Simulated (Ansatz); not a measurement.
**Step by step: Ba, atoms shaken at random, then relaxed in the fixed cell**

The calculation used Ansatz 0.2.0, DFT, PBE, all-electron LAPW, scalar-relativistic.

Command: `ansatz run input.yaml --threads 1 --pin off --max-ram 2048MiB --backend cpu --events-out ev --progress --plain --runs-dir out` The run took 27 s on 1 thread of AMD EPYC 7R43 64-Core Processor (Zen 3) (shared host), peak memory 0.33 GiB.

```yaml
crystal:
  lattice:
    - [2.20431935, -3.998856975, 0.0]
    - [2.20431935, 3.998856975, 0.0]
    - [0.0, 0.0, 7.43051481]
  atoms:
    - { symbol: Ba, position: [0.64767301, 0.33815503, 0.25499612] }
    - { symbol: Ba, position: [0.34075224, 0.65694784, 0.74279813] }
kpoints:
  mp_grid: { grid: [6, 6, 3] }
scf:
  occupations: { method: fermi_dirac, width: 0.05 }
hamiltonian:
  xc: pbe
  pseudopotentials: { kind: all_electron, lapw: { basis_error: 0.001 } }
output:
  forces: true
  stress: true
relax:
  f_tol: 0.01
  max_steps: 80
```

No spin–orbit coupling, which matters for the heavy atoms here.

The cell is the one relaxed in the Materials Project (mp-1058581); entries there can be hypothetical. The listed cell was then made from it by scaling, straining or moving an atom.

Each frame lists Cartesian positions (Å) and forces (eV/Å). Free energies count from the first step, -442744.5445 eV.

The walk took 4 evaluations in all; steps that aren't listed are left out.

Step 1: E = 0.0 meV

```
Ba    2.1731   -1.2377    1.8948     0.006  -0.010  -0.105
Ba    2.1993    1.2644    5.5194    -0.006   0.010   0.105
```

Step 2: E = -3.4 meV

```
Ba    2.1764   -1.2428    1.8749     0.005  -0.007  -0.059
Ba    2.1959    1.2695    5.5393    -0.005   0.007   0.059
```

Task: How does the relaxation end?

Result: It converges, with a = 4.566 Å, b = 4.566 Å, c = 7.431 Å, α = 90.00°, β = 90.00°, γ = 122.27° for the cell as listed; within 0.05 Å it has space group Cmcm; smaller departures are within what the tolerances leave open. The last solve (at the final positions) gives E = -5.0 meV:
```
Ba    2.1850   -1.2530    1.8494     0.001   0.000   0.000
Ba    2.1873    1.2797    5.5648    -0.001   0.000   0.000
```
